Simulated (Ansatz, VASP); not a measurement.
# Ti in VASP and in Ansatz

```
Ti
1.0
     0.00000    2.03000    2.03000
     2.03000    0.00000    2.03000
     2.03000    2.03000    0.00000
Ti
1
Direct
  0.00000 0.00000 0.00000
```

Alike in both runs: task electric field gradients; functional PBE; k mesh 14 × 14 × 14; occupations fermi-dirac, width 0.05 eV; no spin polarisation.

```csv
,VASP,Ansatz
version,VASP 6.6.1,Ansatz 0.2.0
potentials or method,"VASP PAW PBE potentials, release 64 (Ti_sv), cutoff 520 eV","all-electron PAW with datasets made for the crystal, scalar-relativistic"
```

Ansatz gave:

- pressure (GPa): 4.4
- Vzz of the field gradient on the site that differs most (V/Å²): 0.0

Q: Which values does VASP return?

A: Pressure (GPa): 4.1; Vzz of the field gradient on the site that differs most (V/Å²): 0.0.

Ansatz ran all-electron here, so the differences hold the error of VASP's frozen core and of both bases.
